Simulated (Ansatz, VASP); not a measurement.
## BN: VASP beside Ansatz

The input INCAR:

```
SYSTEM = BN
PREC     = Accurate       ! precision mode
ENCUT    = 520            ! plane-wave cutoff, eV
EDIFF    = 1E-6           ! SCF threshold, eV
ISMEAR   = 0              ! smearing method
SIGMA    = 0.05           ! smearing width, eV
LREAL    = .FALSE.        ! projectors in reciprocal space
LASPH    = .TRUE.         ! aspherical terms in the spheres
NELM     = 60             ! most SCF steps
ALGO     = Normal         ! electronic algorithm
ISIF     = 2              ! what is computed and relaxed
LWAVE    = .FALSE.        ! write WAVECAR
LCHARG   = .FALSE.        ! write CHGCAR
GGA      = PS             ! functional
NBANDS   = 16             ! bands
```

The input KPOINTS:

```
Automatic mesh
0
G
  12 12 4
  0 0 0
```

POSCAR

```
BN
1.0
    2.4051422888      0.0000000000      0.0000000000
   -1.2025711444      2.0829143218      0.0000000000
    0.0000000000      0.0000000000      7.6228579700
B N
2 2
Direct
    0.3333333333      0.6666666667      0.2500000000
    0.6666666667      0.3333333333      0.7500000000
    0.3333333333      0.6666666667      0.7500000000
    0.6666666667      0.3333333333      0.2500000000
```

Input for Ansatz:

```yaml
crystal:
  lattice:
    - [2.4051422888, 0.0, 0.0]
    - [-1.2025711444, 2.0829143218, 0.0]
    - [0.0, 0.0, 7.62285797]
  atoms:
    - { symbol: B, position: [0.3333333333, 0.6666666667, 0.25] }
    - { symbol: B, position: [0.6666666667, 0.3333333333, 0.75] }
    - { symbol: "N", position: [0.3333333333, 0.6666666667, 0.75] }
    - { symbol: "N", position: [0.6666666667, 0.3333333333, 0.25] }
basis:
  ecutwfc: 520.0
kpoints:
  mp_grid: { grid: [12, 12, 4] }
hamiltonian:
  xc: pbesol
  pseudopotentials: { kind: paw, azcp: { folder: soft_1 } }
scf:
  occupations: { method: gaussian, width: 0.05 }
output:
  forces: true
  stress: true
  eigenvalues: true
```

Alike in both runs: task single point; functional PBEsol; k mesh 12 × 12 × 4; occupations gaussian, width 0.05 eV; no spin polarisation.

|  | VASP | Ansatz |
| --- | --- | --- |
| version | VASP 6.6.1 | Ansatz 0.2.0 |
| potentials or method | VASP PAW PBE potentials, release 64 (B, N) | scalar-relativistic, plane waves, PAW |
| plane-wave cutoff (eV) | 520 | 520 |
| valence electrons in the cell | 16 | 16 |

|  | VASP | Ansatz | Ansatz less VASP |
| --- | --- | --- | --- |
| gap on the k mesh at the Fermi level (eV) | 4.38 | 4.38 | +0.007 |
| least direct gap on the mesh (eV) | 4.91 | 4.92 | +0.003 |

With one functional, cell and mesh, what is left measures potentials, basis and numerics. Ansatz warned: «pseudo_functional_mismatch».

 A k mesh can miss the band edges.
